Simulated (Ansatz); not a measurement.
CuO (Tenorite):

```
Cu O
1.0
     2.34465   -1.71340    0.00000
     2.34465    1.71340    0.00000
    -0.86055    0.00000    5.05944
Cu O
2 2
Cartesian
  0.7420 -0.8457 2.5297
  1.1723 0.8457 0.0000
  1.6421 0.2841 3.8133
  2.0724 -0.2841 1.2836
```

- Program: Ansatz 0.2.0
- Task: relaxation of cell and atoms
- Functional: PBE
- Potentials or basis: all-electron LAPW, scalar-relativistic
- Basis error allowed: 0.002 eV/atom
- k mesh: 8 × 8 × 4
- Occupations: fermi-dirac, width 0.05 eV
- Spin: no spin polarisation

At the start: volume 10.16 Å³/atom.

Where does the relaxation end?

Over 11 steps the energy falls by 65.0 meV/atom and the volume is 11.19 Å³/atom (+10.1 %); space group P4_2/mmc (No. 131, to 0.05 Å).

The path:
```csv
step,energy change (eV),largest force (eV/Å),volume (Å³)
1,0.0000,0.7584,40.65
2,-0.0765,0.5804,41.96
3,-0.1515,0.3309,42.57
4,-0.2207,0.0648,44.27
5,-0.2415,0.1672,45.00
6,-0.2533,0.0025,44.72
7,-0.2533,0.0001,44.76
8,-0.2596,0.0001,44.76
9,-0.2601,0.0002,44.77
10,-0.2601,0.0000,44.78
11,-0.2602,0.0000,44.78
```

Final structure:
```yaml
crystal:
  lattice:
    - [2.08010, -2.08158, 0.16495]
    - [2.08010, 2.08158, 0.16495]
    - [-0.40752, 0.00000, 5.13824]
  atoms:
    - { symbol: Cu, position: [0.49425, 0.99425, 0.50185] }
    - { symbol: Cu, position: [0.99425, 0.49425, 0.00185] }
    - { symbol: O, position: [0.49425, 0.49425, 0.75185] }
    - { symbol: O, position: [0.49425, 0.49425, 0.25185] }
```

Caveat: the k mesh is thin for a metal, which can move the energy by tens of meV per atom; the run has no spin polarisation, though such a crystal can be magnetic.
